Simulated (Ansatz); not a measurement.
# Ag: energies, forces and stress near the listed structure

Aim: see how energy, forces, stress and gap of Ag answer to swapped elements, distortions that keep the symmetry. Nothing is relaxed unless a step says so.

Program: Ansatz 0.2.0. Level of theory: DFT PBE, scalar-relativistic, plane waves, PAW. These are calculated values, not measurements.

**1. Starting point**

Symmetry: R-3m, No. 166, trigonal system. The conventional cell has a = 2.946 Å, b = 2.946 Å, c = 21.614 Å, α = 90.00°, β = 90.00°, γ = 120.00°. Around Ag (site symmetry -3m) lie 12 Ag at 2.94 to 2.95 Å. Ag (site symmetry 3m) is surrounded by 12 Ag at 2.94 to 2.95 Å.

As a file:

```
CELL_PARAMETERS angstrom
1.47305 0.85046 7.20465
-1.47305 0.85046 7.20465
0.00000 -1.70093 7.20465
ATOMIC_POSITIONS crystal
Ag 0.00000 0.00000 0.00000
Ag 0.77772 0.77772 0.77772
Ag 0.22228 0.22228 0.22228
```

The structure comes from the Materials Project (structure only).

**2. One element swapped, cell strained: Ag → Zr, first probe**

What differs from the listed cell: Zr takes all sites of Ag, and lengths are scaled by 1.124 as a first guess of the size; strain xx, yy, zz, yz, xz, xy = -3.7, -3.7, -3.7, +0.0, +0.0, +0.0 %.

File input.yaml:

```yaml
crystal:
  lattice:
    - [1.594142815, 0.9203787833, 7.796926886]
    - [-1.594142815, 0.9203787833, 7.796926886]
    - [0.0, -1.8407575667, 7.796926886]
  atoms:
    - { symbol: Zr, position: [0.0, 0.0, 0.0] }
    - { symbol: Zr, position: [0.777719, 0.777719, 0.777719] }
    - { symbol: Zr, position: [0.222281, 0.222281, 0.222281] }
basis:
  ecutwfc: 420
kpoints:
  mp_grid: { grid: [6, 6, 6] }
hamiltonian:
  xc: pbe
scf:
  occupations: { method: gaussian, width: 0.1 }
output:
  forces: true
  stress: true
  eigenvalues: true
```

The run is started by

```console
> ansatz run input.yaml --threads 1 --pin off --max-ram 1331MiB --backend cpu --events-out ev --progress --plain --runs-dir out
```

**3. Substitution of an element, cell strained: Ag → Zr**

Changes to input.yaml since step 2:

```diff
@@ -12,3 +12,3 @@
 kpoints:
-  mp_grid: { grid: [6, 6, 6] }
+  mp_grid: { grid: [15, 15, 15] }
 hamiltonian:
@@ -21 +21,2 @@
   eigenvalues: true
+  populations: true
```

**4. One element swapped, cell strained: Ag → Ru, first probe**

File input.yaml:

```yaml
crystal:
  lattice:
    - [1.5210318473, 0.8781681464, 7.4393423184]
    - [-1.5210318473, 0.8781681464, 7.4393423184]
    - [0.0, -1.756336293, 7.4393423184]
  atoms:
    - { symbol: Ru, position: [0.0, 0.0, 0.0] }
    - { symbol: Ru, position: [0.777719, 0.777719, 0.777719] }
    - { symbol: Ru, position: [0.222281, 0.222281, 0.222281] }
basis:
  ecutwfc: 420
kpoints:
  mp_grid: { grid: [9, 9, 9] }
hamiltonian:
  xc: pbe
scf:
  occupations: { method: gaussian, width: 0.1 }
output:
  forces: true
  stress: true
  eigenvalues: true
```

**5. Substitution of an element, cell strained: Ag → Ru**

Changes to input.yaml since step 4:

```diff
@@ -12,3 +12,3 @@
 kpoints:
-  mp_grid: { grid: [9, 9, 9] }
+  mp_grid: { grid: [18, 18, 18] }
 hamiltonian:
@@ -21 +21,2 @@
   eigenvalues: true
+  populations: true
```

**6. A change within the space group**

File input.yaml:

```yaml
crystal:
  lattice:
    - [1.4065685448, 0.8120827279, 7.5279226455]
    - [-1.4065685448, 0.8120827279, 7.5279226455]
    - [0.0, -1.624165456, 7.5279226455]
  atoms:
    - { symbol: Ag, position: [0.0, 0.0, 0.0] }
    - { symbol: Ag, position: [0.7743191267, 0.7743191267, 0.7743191267] }
    - { symbol: Ag, position: [0.2256808733, 0.2256808733, 0.2256808733] }
basis:
  ecutwfc: 420
kpoints:
  mp_grid: { grid: [18, 18, 18] }
hamiltonian:
  xc: pbe
scf:
  occupations: { method: gaussian, width: 0.1 }
output:
  forces: true
  stress: true
  eigenvalues: true
```

Before running it: what results should come out? Wanted: for each run, case; energy; pressure; largest force.

The runs gave:

| step | case | energy (meV/atom) | pressure (GPa) | largest force (eV/Å) | gap on the mesh (eV) |
| --- | --- | --- | --- | --- | --- |
| 3 | substitution of an element, cell strained: Ag → Zr | n/a | 2.0 | 0.08 | 0.00 |
| 5 | substitution of an element, cell strained: Ag → Ru | n/a | -45.0 | 0.28 | 0.00 |
| 6 | a change within the space group | +0.0 | 5.6 | 0.43 | 0.00 |

Energies are counted from step 6, with the smearing taken to zero. Other atoms or functionals have another zero of energy (n/a). A gap of 0.00 means none on the mesh at this level.

**Reading.** 
